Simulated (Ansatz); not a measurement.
# Where O_i (4-fold void) puts its levels in the gap of TiO2 (Pbcn)

Wanted: the transition levels of a self-interstitial in TiO2 (Pbcn), from a cell of 96 host atoms with 1 O put in.

Calculated with Ansatz 0.2.0; place-levels on r2SCAN runs: charge-transition levels and formation energies with image-charge correction and potential alignment at the atomic sites; PAW set soft_1.

Most raw output is cut from this account.

**1. Starting point**

The cell holds 97 atoms: 32 Ti and 65 O. Its edges and angles: a = 9.092 Å, b = 11.028 Å, c = 9.789 Å, α = 90.0°, β = 90.0°, γ = 90.0°. It derives from TiO2 (space group Pbcn). Nearest the centre at fractional (0.312, 0.062, 0.378): O97 at 0.00 Å, O23 at 1.72 Å, O31 at 1.72 Å, O9 at 1.73 Å, Ti52 at 1.73 Å, O12 at 2.29 Å, O30 at 2.38 Å, O10 at 2.44 Å.

Screening for the image-charge correction: ε∞ = (8.12, 6.56, 7.66), ε0 = (96.87, 32.60, 88.33), computed on the host (DFPT, PBEsol, on the r2SCAN cell), and a cell off the functional's own equilibrium shifts the ionic part.

The cell's shortest repeat is 9.1 Å.

**2. The runs of each charge state**

A transition level is the Fermi level at which two charge states cost the same, so each charge needs its own total energy, at its own relaxed structure.

Each atom starts 0.05 Å or so off its site in a random direction. Forces are taken at one point at (¼, ¼, ¼). The cell holds 2 electrons more than the neutral one, with a uniform background that keeps it neutral on the whole.

The sampling was tested on the host first: at the k-points planned (1x1x1 shifted 0.25 0.25 0.25) its energy lies 0.000 eV an atom from the dense-mesh value, under the bound of 0.02 eV set for this test; that bounds the host's error, not the defect's.

One state's input; the others differ in charge, spin, start and seed, and in occupations where the table says so.

File qm2.relax/input.yaml:

```yaml
crystal:
  lattice:
    - [9.09219236, 0.0, 0.0]
    - [0.0, 11.02767219, 0.0]
    - [0.0, 0.0, 9.78926936]
  atoms:
    - { symbol: Ti, position: [0.25, 0.33790918, 0.375] }
    - { symbol: Ti, position: [0.0, 0.41209082, 0.125] }
    - { symbol: Ti, position: [0.25, 0.16209082, 0.125] }
    - { symbol: Ti, position: [0.0, 0.08790918, 0.375] }
[... 4 atom lines left out ...]
    - { symbol: O, position: [0.36443544, 0.19091944, 0.29041664] }
    - { symbol: O, position: [0.11443544, 0.05908056, 0.20958336] }
    - { symbol: O, position: [0.38556456, 0.05908056, 0.04041664] }
    - { symbol: O, position: [0.13556456, 0.19091944, 0.45958336] }
[... 2 atom lines left out ...]
    - { symbol: Ti, position: [0.25, 0.16209082, 0.625] }
[... 1 atom line left out ...]
    - { symbol: O, position: [0.36443544, 0.30908056, 0.54041664] }
[... 5 atom lines left out ...]
    - { symbol: O, position: [0.38556456, 0.05908056, 0.54041664] }
[... 1 atom line left out ...]
    - { symbol: Ti, position: [0.25, 0.83790918, 0.375] }
[... 4 atom lines left out ...]
    - { symbol: O, position: [0.11443544, 0.94091944, 0.45958336] }
    - { symbol: O, position: [0.38556456, 0.94091944, 0.29041664] }
[... 9 atom lines left out ...]
    - { symbol: O, position: [0.36443544, 0.80908056, 0.54041664] }
[... 10 atom lines left out ...]
    - { symbol: Ti, position: [0.5, 0.08790918, 0.375] }
[... 5 atom lines left out ...]
    - { symbol: O, position: [0.61443544, 0.05908056, 0.20958336] }
[... 1 atom line left out ...]
    - { symbol: O, position: [0.63556456, 0.19091944, 0.45958336] }
[... 17 atom lines left out ...]
    - { symbol: O, position: [0.61443544, 0.94091944, 0.45958336] }
[... 7 atom lines left out ...]
    - { symbol: Ti, position: [0.5, 0.91209082, 0.625] }
[... 10 atom lines left out ...]
    - { symbol: O, position: [0.312369, 0.062218, 0.378465] }
  host:
    repeats: [2, 2, 2]
    atoms:
      - { symbol: Ti, position: [0.5, 0.67581836, 0.75] }
      - { symbol: Ti, position: [0.0, 0.82418164, 0.25] }
      # ... 10 more atoms of the perfect host
total_charge: -2
basis:
  ecutwfc: 500
  xc_grid: 2
hamiltonian:
  xc: r2scan
  pseudopotentials: { kind: paw, azcp: { folder: soft_1 } }
kpoints:
  mp_grid: { grid: [1, 1, 1], shift: [0.25, 0.25, 0.25] }
scf:
  occupations: { method: fixed }
  max_iter: 100
output:
  forces: true
  charged_corrections:
    epsilon: [8.12, 6.56, 7.66]
    static_epsilon: [96.87, 32.6, 88.33]
    defect_position: [0.312369, 0.062218, 0.378465]
relax:
  f_tol: 0.02
  max_steps: 80
  random_displacement: { amplitude: 0.05, seed: 7150 }
checkpoint:
  write: "../qm2.relax.run"
  compress: false
  write_wavefunctions: true
  write_every: 100000
```

Started as:

```bash
$ ansatz run input.yaml --threads 10 --pin off --max-ram 37683MiB --backend cuda --events-out ev --progress --plain --runs-dir out
```

The relaxed structure is kept and the sampling changed to a 2×2×2 shifted mesh.

The run of this state that the levels use, under r2SCAN:

File qm2.point/input.yaml:

```yaml
crystal:
  checkpoint: "../qm2.relax.run"
  host: checkpoint
total_charge: -2
basis:
  ecutwfc: 500
  xc_grid: 2
hamiltonian:
  xc: r2scan
  pseudopotentials: { kind: paw, azcp: { folder: soft_1 } }
kpoints:
  mp_grid: { grid: [2, 2, 2], shift: [0.5, 0.5, 0.5] }
scf:
  occupations: { method: fermi_dirac, width: 0.01 }
  max_iter: 100
output:
  forces: true
  eigenvalues: true
  charged_corrections:
    epsilon: [8.12, 6.56, 7.66]
    static_epsilon: [96.87, 32.6, 88.33]
    defect_position: [0.312369, 0.062218, 0.378465]
  eigenstates: { localisation: true }
  populations: true
  band_densities: [{ bands: [v1, v1] }, { bands: [c1, c1] }]
  write_density: true
  write_potential: true
  volumetric_format: npy
checkpoint:
  read: "../qm2.relax.run"
  write: "../qm2.point.run"
  compress: false
  write_wavefunctions: false
  write_every: 100000
```

Relaxations under r2SCAN at one point at (¼, ¼, ¼); times on 1 × NVIDIA H100 80GB HBM3 with 10 threads of AMD EPYC 7R13 (Zen 3), shared host:

| charge | moment (μB) | occupations | outcome | steps | largest displacement against the far atoms (Å) | time |
| --- | --- | --- | --- | --- | --- | --- |
| −2 | 0 | fixed | converged | 10 | 0.78 | 16 s |
| −2 | 2 | fixed | converged | 16 | 1.02 | 32 s |
| −1 | 1 | fixed | converged | 15 | 0.97 | 30 s |
| 0 | 0 | fixed | converged | 14 | 0.97 | 21 s |
| 0 | 2 | fixed | converged | 15 | 0.63 | 30 s |
| +1 | 1 | fixed | converged | 21 | 1.38 | 38 s |

Single points under r2SCAN at a 2×2×2 shifted mesh; times on 1 × NVIDIA H100 80GB HBM3 with 10 threads of AMD EPYC 7R13 (Zen 3), shared host:

| charge | moment (μB) | occupations | outcome | time |
| --- | --- | --- | --- | --- |
| −2 | 0 | fermi-dirac | converged | 7.6 s |
| −2 | 2 | fermi-dirac | converged | 19 s |
| −1 | 1 | fermi-dirac | converged | 19 s |
| 0 | 0 | fermi-dirac | converged | 7.5 s |
| 0 | 2 | fermi-dirac | converged | 19 s |
| +1 | 1 | fermi-dirac | converged | 19 s |

Distances (Å) from O97 to the nearest atoms after relaxation with r2SCAN:

| charge | moment (μB) | 1. | 2. | 3. | 4. | 5. | 6. |
| --- | --- | --- | --- | --- | --- | --- | --- |
| −2 | 0 | Ti 1.89 | Ti 2.01 | Ti 2.02 | O 2.14 | O 2.14 | O 2.34 |
| −2 | 2 | O 1.89 | Ti 1.96 | Ti 1.99 | Ti 2.04 | O 2.25 | O 2.34 |
| −1 | 1 | O 1.89 | Ti 2.00 | Ti 2.07 | Ti 2.14 | O 2.20 | O 2.28 |
| 0 | 0 | O 1.42 | Ti 1.92 | Ti 1.97 | O 2.22 | O 2.35 | O 2.51 |
| 0 | 2 | O 1.93 | Ti 1.95 | O 2.00 | Ti 2.15 | O 2.15 | O 2.46 |
| +1 | 1 | O 1.31 | Ti 1.99 | Ti 2.07 | O 2.37 | O 2.51 | O 2.52 |

**3. Levels against the band edges, r2SCAN**

A charged cell interacts with its images and the background, and its potential has another zero than the host's. place-levels removes the first by a point-charge model, screened by the static dielectric constant since the ions have relaxed around the charge, and the second by comparing potentials at atoms far from the defect.

The host is a run of the defect-free crystal in the same cutoffs, grids and k-points, so that basis and sampling errors cancel in part in the differences. Its band edges come from a run of the primitive cell that searches the zone for them. The host is run in a cell of 24 atoms on a matching mesh. Chemical potentials are energies per atom of O (O2 molecule), run with the same functional and cutoff.

File levels.point.yaml:

```yaml
host:
  run: host.point.run
  levels_from: { run: edges.point.run }
states: [qm2.point.run, qm2_M2.point.run, qm1_M1.point.run, q0.point.run, q0_M2.point.run, qp1_M1.point.run]
geometry_from:
  qm2.point.run: qm2.relax.run
  qm2_M2.point.run: qm2_M2.relax.run
  qm1_M1.point.run: qm1_M1.relax.run
  q0.point.run: q0.relax.run
  q0_M2.point.run: q0_M2.relax.run
  qp1_M1.point.run: qp1_M1.relax.run
  host.point.run: host.relax.run
chemical_potentials:
  O:
    energy: -565.989614
    dataset: <sha256 of the dataset>
epsilon: [8.12, 6.56, 7.66]
static_epsilon: [96.87, 32.6, 88.33]
vertical:
  - { from: qm2.point.run, to: qm2.point_neutral.run }
  - { from: qm2_M2.point.run, to: qm2_M2.point_neutral.run }
  - { from: qm1_M1.point.run, to: qm1_M1.point_neutral.run }
  - { from: qp1_M1.point.run, to: qp1_M1.point_neutral.run }
```

Started as:

```bash
$ ansatz place-levels levels.point.yaml -- --threads 10 --pin off --max-ram 37683MiB
```

The job ended after 0.78 s (10 threads of AMD EPYC 7R13 (Zen 3), shared host).

Under r2SCAN the gap is 3.05 eV, (+1/0) 0.84, (0/−1) 2.59, (−1/−2) 1.47 eV; the steps are inverted, so the lowest state changes at (0/−2) 2.03 eV.

Levels between the charges placed, in eV above the valence top:

|  | gap (eV) | (+1/0) | (0/−1) | (−1/−2) |
| --- | --- | --- | --- | --- |
| r2SCAN | 3.05 | 0.84 | 2.59 | 1.47 |

Corrections by state:

| charge | moment (μB) | image terms and alignment (eV) | band filling (eV) | ε used | over the lowest of its charge, as the program ranks them, band filling apart (eV) |
| --- | --- | --- | --- | --- | --- |
| +1 | 1.0 | 0.163 | - | principal values (32.60, 88.33, 96.87) | 0.000 |
| 0 | 0.0 | 0.000 | - | - | 0.000 |
| −1 | 1.0 | -0.118 | - | principal values (32.60, 88.33, 96.87) | 0.000 |
| −2 | 0.0 | -0.319 | - | principal values (32.60, 88.33, 96.87) | 0.000 |
| 0 | 2.0 | 0.000 | - | - | 1.858 |
| −2 | 2.0 | -0.278 | - | principal values (32.60, 88.33, 96.87) | 1.423 |

The charged structures listed were also run neutral, and place-levels reads from each pair, by the potential or the spins, how wide the charge is by which they differ; that can be the carrier of either run.

| charge | rms radius (Å) | spread where it is widest against the cell (Å) | wide from (Å) | reading |
| --- | --- | --- | --- | --- |
| +1 | 1.2 | 0.84 | 1.70 | narrow |
| −1 | 1.9 | 1.29 | 1.57 | narrow |
| −2 | 3.9 | 2.81 | 1.57 | wide |

The neutral runs of these pairs need not share the spin of the lowest neutral state, and very wide values only mean spread over the cell.

From the program's caveats on the states, each cut to its opening words:

- charge +1 (1 μB): the far atoms show a dipole or second moment of the defect's charge, for which the correction takes or leaves out 0.057 eV: further moments aren't read, and [...]
- charge +1 (1 μB): its displacements don't fall off away from the defect: farther atoms stand 0.037 Å off the host's places
- charge +1 (1 μB), −1 (1 μB), 0 (2 μB), −2 (2 μB): flagged: stability check not made
- charge 0: its displacements don't fall off away from the defect: farther atoms stand 0.026 Å off the host's places
- charge −1 (1 μB): the far atoms show a dipole or second moment of the defect's charge, for which the correction takes or leaves out 0.084 eV: further moments aren't read, and [...]
- charge −1 (1 μB): its displacements don't fall off away from the defect: farther atoms stand 0.036 Å off the host's places
- charge −2: it parts from the run at its places by a charge that spreads by about 2.8 Å along one vector (1.6 Å or more is wide), by its potential at epsilon [8.12, 6.56, [...]
- charge −2: the far atoms show a dipole or second moment of the defect's charge, for which the correction takes or leaves out 0.103 eV: further moments aren't read, and [...]
- charge 0 (2 μB): its displacements don't fall off away from the defect: farther atoms stand 0.021 Å off the host's places
- charge −2 (2 μB): it parts from the run that its charge is read beside by 2 carriers, of which the mean alone is read, by the spins about the atoms: that is narrow, but one of [...]
- charge −2 (2 μB): its displacements don't fall off away from the defect: farther atoms stand 0.033 Å off the host's places
- charge −2 (2 μB): its moments are held at its close (magnetization.spin_locking), by a field of 0.265 eV a Bohr magneton, and its energy and levels are of the state that this [...]

The host's formation energy from the elements is -3.318 eV per atom; it sets how far the chemical potentials can move.

Limit set by the element alone; other compounds of these elements are not counted. Chemical potentials from the elements' reference states: O 0.00 eV, Ti -9.95 eV. Formation energy by charge state (O-rich; gap 3.05 eV):

| charge | at valence top (eV) | at conduction bottom (eV) | correction included (eV) |
| --- | --- | --- | --- |
| +1 | 1.55 | 4.59 | 0.16 |
| 0 | 2.38 | 2.38 | 0.00 |
| −1 | 4.97 | 1.93 | -0.12 |
| −2 | 6.44 | 0.35 | -0.32 |

(Fermi level (eV), lowest formation energy (eV)): (0.00, 1.55), (0.28, 1.82), (0.55, 2.10), (0.83, 2.38), (1.11, 2.38), (1.38, 2.38), (1.66, 2.38), (1.94, 2.38), (2.22, 2.01), (2.49, 1.46), (2.77, 0.90), (3.05, 0.35)

Limit set by the element alone; other compounds of these elements are not counted. Chemical potentials from the elements' reference states: Ti 0.00 eV, O -4.98 eV. Formation energy by charge state (Ti-rich; gap 3.05 eV):

| charge | at valence top (eV) | at conduction bottom (eV) | correction included (eV) |
| --- | --- | --- | --- |
| +1 | 6.52 | 9.57 | 0.16 |
| 0 | 7.36 | 7.36 | 0.00 |
| −1 | 9.95 | 6.91 | -0.12 |
| −2 | 11.42 | 5.33 | -0.32 |

(Fermi level (eV), lowest formation energy (eV)): (0.00, 6.52), (0.28, 6.80), (0.55, 7.08), (0.83, 7.35), (1.11, 7.36), (1.38, 7.36), (1.66, 7.36), (1.94, 7.36), (2.22, 6.99), (2.49, 6.43), (2.77, 5.88), (3.05, 5.33)

**4. Effect of the sampling**

The relaxations' own energies give the levels at their sampling, for comparison.

File levels.relax_mesh.yaml:

```yaml
host:
  run: host.relax.run
  levels_from: { run: edges.relax.run }
states: [qm2.relax.run, qm2_M2.relax.run, qm1_M1.relax.run, q0.relax.run, q0_M2.relax.run, qp1_M1.relax.run]
chemical_potentials:
  O:
    energy: -565.989614
    dataset: <sha256 of the dataset>
```

Started as:

```bash
$ ansatz place-levels levels.relax_mesh.yaml -- --threads 10 --pin off --max-ram 37683MiB
```

The job ended after 0.28 s (10 threads).

Levels between neighbouring charges, in eV above the valence top:

|  | gap (eV) | (+1/0) | (0/−1) | (−1/−2) |
| --- | --- | --- | --- | --- |
| one point at (¼, ¼, ¼) | 3.05 | 0.83 | 2.60 | 1.46 |
| a 2×2×2 shifted mesh | 3.05 | 0.84 | 2.59 | 1.47 |

Going from one point at (¼, ¼, ¼) to a 2×2×2 shifted mesh moves the levels that carry no band-filling term by up to 0.01 eV and formation energies against the elements by up to 0.01 eV.

**5. Levels against the band edges, PBEsol**

PBEsol on the same structure is run to see how far the result rests on the functional, though not on the errors that semilocal functionals share; the sampling changes too, to one point at (¼, ¼, ¼), so differences hold both changes.

File qm2.pbesol/input.yaml:

```yaml
crystal:
  checkpoint: "../qm2.relax.run"
  host: checkpoint
total_charge: -2
basis:
  ecutwfc: 420
  xc_grid: 2
hamiltonian:
  xc: pbesol
  pseudopotentials: { kind: paw, azcp: { folder: soft_1 }, xc_functional: pbe }
kpoints:
  mp_grid: { grid: [1, 1, 1], shift: [0.25, 0.25, 0.25] }
scf:
  occupations: { method: fermi_dirac, width: 0.01 }
  max_iter: 100
output:
  forces: true
  eigenvalues: true
  charged_corrections:
    epsilon: [8.12, 6.56, 7.66]
    static_epsilon: [96.87, 32.6, 88.33]
    defect_position: [0.312369, 0.062218, 0.378465]
  eigenstates: { localisation: true }
  populations: true
checkpoint:
  write: "../qm2.pbesol.run"
  compress: false
  write_wavefunctions: false
  write_every: 100000
```

Elapsed: 3.4 s, on 1 × NVIDIA H100 80GB HBM3 with 10 threads; peak memory 1.4 GiB; 8.9 s of CPU time.

File levels.pbesol.yaml:

```yaml
host:
  run: host.pbesol.run
  levels_from: { run: edges.pbesol.run }
states: [qm2.pbesol.run, qm2_M2.pbesol.run, qm1_M1.pbesol.run, q0.pbesol.run, q0_M2.pbesol.run, qp1_M1.pbesol.run]
geometry_from:
  qm2.pbesol.run: qm2.relax.run
  qm2_M2.pbesol.run: qm2_M2.relax.run
  qm1_M1.pbesol.run: qm1_M1.relax.run
  q0.pbesol.run: q0.relax.run
  q0_M2.pbesol.run: q0_M2.relax.run
  qp1_M1.pbesol.run: qp1_M1.relax.run
  host.pbesol.run: host.relax.run
chemical_potentials:
  O:
    energy: -558.291301
    dataset: <sha256 of the dataset>
```

Started as:

```bash
$ ansatz place-levels levels.pbesol.yaml -- --threads 10 --pin off --max-ram 37683MiB
```

Elapsed: 0.5 s, on 10 threads.

Under PBEsol the gap is 2.64 eV, (+1/0) 0.61, (0/−1) 2.39, (−1/−2) 1.08 eV; the steps are inverted, so the lowest state changes at (0/−2) 1.74 eV.

**6. Side by side**

Levels between neighbouring charges, in eV above each run's own valence top:

|  | gap (eV) | (+1/0) | (0/−1) | (−1/−2) | GPU time a state at this stage (restarts are quicker than cold starts) |
| --- | --- | --- | --- | --- | --- |
| r2SCAN, 2×2×2 shifted mesh | 3.05 | 0.84 | 2.59 | 1.47 | 15 s |
| PBEsol on r2SCAN structures, (¼, ¼, ¼) | 2.64 | 0.61 | 2.39 | 1.08 | 7.6 s |

**7. What came out**

```
gap of the host                                                          : 3.05 eV (r2SCAN)
level (plus 1/0)                                                         : 0.84 eV above the valence top
level (0/minus 1)                                                        : 2.59 eV above the valence top, not a change between lowest states
level (minus 1/minus 2)                                                  : 1.47 eV above the valence top, not a change between lowest states
level (0/minus 2)                                                        : 2.03 eV above the valence top
lowest of the charges placed, just above the valence top (0.02 eV)       : +1
lowest of the charges placed, just below the conduction bottom (0.02 eV) : −2
lowest formation energy at mid-gap of the charges run, O-rich            : 2.38 eV
lowest formation energy at mid-gap of the charges run, Ti-rich           : 7.36 eV
```

Of the charges placed (−2, −1, 0 and +1), the lowest changes at 0.84 eV (+1/0) and 2.03 eV (0/−2) above the valence top, in a gap of 3.05 eV. (0/−2) passes over charge −1, which lies 0.56 eV above the two there; a lower structure or spin state of it, if missed, would change that. Charges above +1 and below −2 were not placed, so these runs say nothing of levels that involve them. States placed: +1 at 1 μB; 0 at 0 μB and 2 μB; −1 at 1 μB; −2 at 0 μB and 2 μB. Other spin states or structures, where not listed, weren't placed. At charge −2, −1, 0 and +1 the atom put in ends up to 1.4 Å from its starting place, so the name tells the start alone and the levels can join different sites. Going from one point at (¼, ¼, ¼) to a 2×2×2 shifted mesh moves the levels that carry no band-filling term by up to 0.01 eV and formation energies against the elements by up to 0.01 eV. Limits: r2SCAN makes the gap too small and tends to spread out bound carriers; where a gas molecule sets a chemical potential or the host's formation energy, its binding is uncorrected.

[Logs are printed without paths, hosts, clocks, repeated set-up lines and the standing remarks that a program may print on its own settings, such as how far it seeks lower states.]

[Hosts, paths, dates, database ids (printed as entryN), source tags and the programs' standing remarks are cut or masked in the printed files.]

[Where a table of states has a column of steps, it counts the stored structures, which are thinned; the runs took as many ionic steps or more.]

[A defect's name tells the site on which it was built; relaxed atoms can leave that site.]

[For some hosts the program warned that the k-mesh of the response run may be too coarse for force constants and the static dielectric constant; such warnings are not shown here.]
